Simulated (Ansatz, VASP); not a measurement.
# SrCl2: VASP beside Ansatz

The input POSCAR:

```
SrCl2
1.0
    0.0000000000      3.2799810787      3.9359772944
    3.2799810787      0.0000000000      3.9359772944
    3.2799810787      3.2799810787      0.0000000000
Sr Cl
1 2
Direct
    0.0000000000      0.0000000000      0.0000000000
    0.2500000000      0.2500000000      0.2500000000
    0.7500000000      0.7500000000      0.7500000000
```

The input INCAR.step1:

```
PREC     = Accurate       # precision mode
ENCUT    = 520            # plane-wave cutoff, eV
ISMEAR   = 0              # smearing method
SIGMA    = 0.05           # smearing width, eV
LREAL    = False          # projectors in reciprocal space
LASPH    = True           # aspherical terms in the spheres
NELM     = 100            # most SCF steps
NBANDS   = 19             # bands
GGA      = PE             # functional
ALGO     = Normal         # electronic algorithm
EDIFF    = 1E-4           # SCF threshold, eV
LWAVE    = True           # write WAVECAR
LCHARG   = False          # write CHGCAR
```

INCAR.step2

```
PREC     = Accurate       # precision mode
ENCUT    = 520            # plane-wave cutoff, eV
EDIFF    = 1E-7           # SCF threshold, eV
ISMEAR   = 0              # smearing method
SIGMA    = 0.05           # smearing width, eV
LREAL    = False          # projectors in reciprocal space
LASPH    = True           # aspherical terms in the spheres
NELM     = 100            # most SCF steps
ALGO     = Normal         # electronic algorithm
ISIF     = 2              # what is computed and relaxed
LWAVE    = False          # write WAVECAR
LCHARG   = False          # write CHGCAR
METAGGA  = R2SCAN         # meta-GGA
LMIXTAU  = True         
NBANDS   = 19             # bands
ISTART   = 1
```

KPOINTS

```
Automatic mesh
0
Gamma
  6 6 6
```

Input for Ansatz:

```yaml
crystal:
  lattice:
    - [0.0, 3.2799810787, 3.9359772944]
    - [3.2799810787, 0.0, 3.9359772944]
    - [3.2799810787, 3.2799810787, 0.0]
  atoms:
    - { symbol: Sr, position: [0.0, 0.0, 0.0] }
    - { symbol: Cl, position: [0.25, 0.25, 0.25] }
    - { symbol: Cl, position: [0.75, 0.75, 0.75] }
basis:
  ecutwfc: 500
kpoints:
  mp_grid: { grid: [6, 6, 6] }
hamiltonian:
  xc: r2scan
scf:
  occupations: { method: gaussian, width: 0.05 }
output:
  forces: true
  stress: true
  eigenvalues: true
```

Alike in both runs: task single point; functional r2SCAN; k mesh 6 × 6 × 6; occupations gaussian, width 0.05 eV; no spin polarisation.

|  | VASP | Ansatz |
| --- | --- | --- |
| version | VASP 6.6.1 | Ansatz 0.2.0 |
| potentials or method | VASP PAW PBE potentials, release 64 (Sr_sv, Cl) | scalar-relativistic, plane waves, PAW |
| plane-wave cutoff (eV) | 520 | 500 |
| valence electrons in the cell | 24 | 24 |

```tsv
	VASP	Ansatz	Ansatz less VASP
gap on the k mesh at the Fermi level (eV)	4.45	4.45	0.000
least direct gap on the mesh (eV)	4.80	4.80	-0.001
pressure (GPa)	0.7	0.6	-0.04
largest component of the traceless stress (GPa)	6.88	6.91	+0.035
```

Caveats: the PAW data sets were made with another functional, which shifts forces and pressure a little (VASP). r2SCAN opens gaps a little over a GGA but as a rule still falls short of measured ones. A k mesh can miss the band edges.
